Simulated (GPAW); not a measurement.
A run of GPAW 26.7.0 is set up as follows.

Contents of run.py:

```python
from ase.eos import EquationOfState
from ase.io import Trajectory
from ase.spacegroup import crystal
from ase.units import GPa
from gpaw import GPAW, PW, setup_paths

setup_paths.insert(0, '.')

# Zn 2b
# S 2b
atoms = crystal(['Zn', 'S'],
                basis=[[0.6666666667, 0.3333333333, 0.5],
                       [0.6666666667, 0.3333333333, 0.885]],
                spacegroup=186, setting=1,  # P6_3mc
                cellpar=[3.811, 3.811, 6.234, 90.0, 90.0, 120.0],
                primitive_cell=True)

traj = Trajectory('eos.traj', 'w')
volumes, energies = [], []
for x in [0.94, 0.96, 0.98, 1.0, 1.02, 1.04, 1.06]:
    a = atoms.copy()
    a.set_cell(atoms.cell * x**(1 / 3), scale_atoms=True)
    calc = GPAW(mode=PW(1100),
                xc='PBE',
                kpts={'size': (6, 6, 3), 'gamma': True},
                occupations={'name': 'fermi-dirac', 'width': 0.05},
                setups='sg15',
                nbands=-13,
                convergence={'density': 1e-05, 'energy': 1e-05},
                maxiter=150,
                txt=f'eos-{x:.2f}.txt')
    a.calc = calc
    energies.append(a.get_potential_energy(force_consistent=True))
    volumes.append(a.get_volume())
    p = -a.get_stress()[:3].mean() / GPa
    calc.write(f'eos-{x:.2f}.gpw')
    traj.write(a)
    print(f'{x:.2f} {volumes[-1]:10.4f} A^3 {energies[-1]:14.6f} eV {p:9.3f} GPa', flush=True)

v0, e0, B = EquationOfState(volumes, energies, eos='birchmurnaghan').fit()
print(f'V0 = {v0:.4f} A^3, E0 = {e0:.6f} eV, B0 = {B / GPa:.2f} GPa')
```

Potentials or basis: SG15 ONCV 1.2, pw.

The run is started by

```console
$ OMP_NUM_THREADS=1 python run.py
```

Task: What does it give for the equilibrium volume?

Result: 20.29 Å³/atom.

Task: Predict the pressure derivative of the bulk modulus.

Result: 4.7 (rough: it moves with the points fitted).

Energy against volume, from the lowest point:
```tsv
volume (Å³/atom)	energy (meV/atom)
18.427	43.71
18.819	26.10
19.211	13.41
19.603	5.11
19.995	0.66
20.387	0.00
20.779	2.19
```

Caveat: the cell was scaled at fixed shape and fractional positions, which overstates the stiffness of a crystal with free parameters, most of all of layers and chains.
